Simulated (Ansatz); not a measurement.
Si: frozen-core PAW against all-electron methods

```
CELL_PARAMETERS angstrom
-2.22826 2.34457 1.26212
2.22826 -2.34457 1.26212
2.22826 2.34457 -1.26212
ATOMIC_POSITIONS crystal
Si 0.80700 0.55700 0.25000
Si 0.19300 0.44300 0.75000
```

Atom numbers follow the list: Si1, Si2.

The conventional cell has a = 4.457 Å, b = 4.689 Å, c = 2.524 Å, α = 90.00°, β = 90.00°, γ = 90.00°. Si (atom 1) is surrounded by 8 Si at 2.36 to 2.71 Å.

The geometry is COD entry 9011656, unchecked; take it as a test cell. The listed cell was then made from it by scaling, straining or moving an atom.

Levels of theory: DFT, PBE, PAW with Ansatz's default frozen-core files, scalar-relativistic (Ansatz 0.2.0); DFT, PBE, all-electron LAPW, scalar-relativistic (Ansatz 0.2.0).

For PAW: a Γ-centred 16×16×11 k mesh, Fermi–Dirac smearing of 0.08 eV, cutoff 420 eV, no spin polarisation; this mesh doesn't keep the crystal's whole symmetry, which leaves small spurious terms. LAPW targets a basis error of 0.5 meV/atom. The Ansatz runs share mesh, smearing and spin set-up. Plane-wave (PAW) pressures include the program's estimate of the Pulay term.

Stress and pressure are positive in compression.

The change that made this cell: volume scaled by 0.97.

```csv
quantity,PAW,LAPW
pressure (GPa),21.41,21.38
stress xx (GPa),20.04,20.02
stress yy (GPa),24.15,24.10
stress zz (GPa),20.04,20.02
stress yz (GPa),0.06,0.06
stress xy (GPa),-0.12,-0.12
"force on Si1, z (eV/Å)",-0.034,-0.034
```

PAW's pressure differs from the LAPW value by +0.03 GPa.
